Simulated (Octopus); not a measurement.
# Ca (P6_3/mmc) in Octopus: reference runs

Reference runs on Ca: the cell as given.

Program: Octopus 16.4. These are calculated values, not measurements. Logs are shortened: lines on timing, memory, paths and dates and some standing lists are left out, and cuts for length are marked.

## Step 1: Starting point

The structure is hexagonal, space group P6_3/mmc (No. 194). The conventional cell has a = 3.980 Å, b = 3.980 Å, c = 6.520 Å, α = 90.00°, β = 90.00°, γ = 120.00°. Ca (site symmetry -6m2) has 12 Ca at 3.98 to 3.99 Å as nearest neighbours.

This isn't the form of Ca at room conditions, which is fcc.

## Step 2: Single point, PBE

inp

```
CalculationMode = gs
UnitsOutput = eV_Angstrom
PeriodicDimensions = 3
ExperimentalFeatures = yes
PseudopotentialSet = pseudodojo_pbe
%LatticeParameters
 1*angstrom | 1*angstrom | 1*angstrom
%
%LatticeVectors
 3.98 | 0 | 0
 -1.99 | 3.4467811071 | 0
 0 | 0 | 6.52
%
%ReducedCoordinates
 "Ca" | 0.6666666667 | 0.3333333333 | 0.75
 "Ca" | 0.3333333333 | 0.6666666667 | 0.25
%
%Spacing
 0.13724138*angstrom | 0.13724138*angstrom | 0.13872340*angstrom
%
DerivativesOrder = 8
%KPointsGrid
 8 | 8 | 4
%
KPointsUseSymmetries = yes
XCFunctional = gga_x_pbe + gga_c_pbe
SmearingFunction = fermi_dirac
Smearing = 0.05*eV
ExtraStates = 6
Eigensolver = chebyshev_filter
ConvRelDens = 3e-7
MaximumIter = 120
```

Potentials or basis: pseudodojo_pbe (PseudoDojo 0.5, PBE).

Launch:

```
> OMP_NUM_THREADS=1 octopus > out.log
```

out.log:

```text
Running octopus

[... 17 lines left out ...]

****************************** Species *******************************
  Species 'Ca'
    type             : pseudopotential
    file             : 'Ca.upf'
    file format      : UPF2
    valence charge   : 10.0
    atomic number    :  20
    form on file     : kleinman-bylander
    lmax             : 2
    llocal           : -1
    projectors per l : 2
    total projectors : 6
    application form : kleinman-bylander
    orbitals         :  5
    bound orbitals   :  5

**********************************************************************

***************************** Symmetries *****************************
Space group No.  194
International: P6_3/mmc
Schoenflies: D6h^4
Info: The system has    12 symmorphic symmetries that can be used.
  Index                Rotation matrix                      Fractional translations
    1 :     1   0   0     0   1   0     0   0   1      0.000000    0.000000    0.000000
    2 :    -1   0   0     0  -1   0     0   0  -1      0.000000    0.000000    0.000000
    3 :     0   1   0    -1  -1   0     0   0   1      0.000000    0.000000    0.000000
    4 :     0  -1   0     1   1   0     0   0  -1      0.000000    0.000000    0.000000
    5 :    -1  -1   0     1   0   0     0   0   1      0.000000    0.000000    0.000000
    6 :     1   1   0    -1   0   0     0   0  -1      0.000000    0.000000    0.000000
    7 :    -1  -1   0     0   1   0     0   0  -1      0.000000    0.000000    0.000000
    8 :     1   1   0     0  -1   0     0   0   1      0.000000    0.000000    0.000000
    9 :     0   1   0     1   0   0     0   0  -1      0.000000    0.000000    0.000000
   10 :     0  -1   0    -1   0   0     0   0   1      0.000000    0.000000    0.000000
   11 :     1   0   0    -1  -1   0     0   0  -1      0.000000    0.000000    0.000000
   12 :    -1   0   0     1   1   0     0   0   1      0.000000    0.000000    0.000000
Info: The system also has    12 nonsymmorphic symmetries (not used for electrons).
    1 :     1   1   0    -1   0   0     0   0   1     -0.000000    0.000000   -0.500000
    2 :    -1  -1   0     1   0   0     0   0  -1     -0.000000   -0.000000   -0.500000
    3 :    -1   0   0     0  -1   0     0   0   1     -0.000000   -0.000000   -0.500000
    4 :     1   0   0     0   1   0     0   0  -1      0.000000    0.000000   -0.500000
    5 :     0  -1   0     1   1   0     0   0   1     -0.000000   -0.000000   -0.500000
[... 266 lines left out ...]
--------------------------%-------------------------------------------
--------------------------%-------------------------------------------
--------------------------%-------------------------------------------
--------------------------%-------------------------------------------
--------------------------%-------------------------------------------
%-------------------------%-------------------------------------------
%-------------------------%----------------------------------%%%------
%-------------------------%------------------------------%%%%%%%%%%---
                                                           ^

Fermi energy =     3.121201 eV

**********************************************************************

*********************** SCF CYCLE ITER #    2 ************************
 etot  = -2.10838878E+03 abs_ev   =  1.31E+00 rel_ev   =  3.26E-03
 ediff =        1.26E-01 abs_dens =  1.86E-01 rel_dens =  9.32E-03
Matrix vector products: 875
Converged eigenvectors: 0
[... 219 lines left out ...]
Fermi energy =     2.436302 eV

**********************************************************************

Info: restarting mixing.

*********************** SCF CYCLE ITER #   21 ************************
 etot  = -2.10682046E+03 abs_ev   =  1.03E-05 rel_ev   =  2.54E-08
 ediff =        3.60E-06 abs_dens =  1.46E-05 rel_dens =  7.31E-07
Matrix vector products: 875
Converged eigenvectors: 31
[... 127 lines left out ...]
*********************** SCF CYCLE ITER #   32 ************************
 etot  = -2.10682035E+03 abs_ev   =  3.80E-04 rel_ev   =  9.41E-07
 ediff =        1.51E-05 abs_dens =  3.65E-06 rel_dens =  1.82E-07
Matrix vector products: 875
Converged eigenvectors: 0

#  State  KPoint  Eigenvalue [eV]  Occupation    Error
      1       1      -39.772067    2.000000   ( 2.2E-07)
      1       2      -39.770720    2.000000   ( 2.4E-07)
      1       3      -39.770598    2.000000   ( 2.5E-07)
      1       5      -39.769350    2.000000   ( 2.5E-07)
      1       6      -39.769350    2.000000   ( 2.5E-07)
      1       4      -39.768354    2.000000   ( 2.4E-07)
      1       8      -39.767341    2.000000   ( 2.5E-07)
      1       7      -39.767173    2.000000   ( 2.5E-07)
[... 23 lines left out ...]
     16      25        5.788399    0.000000   ( 7.1E-03)
     16      19        5.806019    0.000000   ( 5.0E-03)
     16      22        5.960372    0.000000   ( 6.0E-03)
     16      26        5.961136    0.000000   ( 4.9E-03)
     16      28        5.990779    0.000000   ( 5.3E-03)
     16      29        6.045869    0.000000   ( 8.1E-03)
     16      33        6.073998    0.000000   ( 8.4E-03)
     16      32        6.339759    0.000000   ( 2.7E-03)

Density of states:

----------------------------%-----------------------------------------
----------------------------%%----------------------------------------
----------------------------%%----------------------------------------
----------------------------%%----------------------------------------
%---------------------------%%----------------------------------------
%---------------------------%%------------------------------------%---
%---------------------------%%----------------------------------%%%---
%---------------------------%%---------------------------------%%%%%--
%---------------------------%%-------------------------------%-%%%%%%-
%---------------------------%%-----------------------------%%%%%%%%%%-
                                                               ^

Fermi energy =     2.436288 eV

**********************************************************************

Info: SCF converged in   32 iterations

** Warning:
**   Some of the states are not fully converged!

Info: Number of matrix-vector products:      28000
Info: Finished writing information to 'restart/gs'.

Octopus emitted 36 warnings.
```

Wall time 9.5 min (1 thread of Arm Neoverse V1, shared host); peak memory 1.1 GiB.

What came out:

```yaml
Free_energy: -2106.8375 eV
Band_gap_on_the_k_mesh: none (metal or under the smearing width)
```

Caveat: the cell was measured hot, at 723 K.
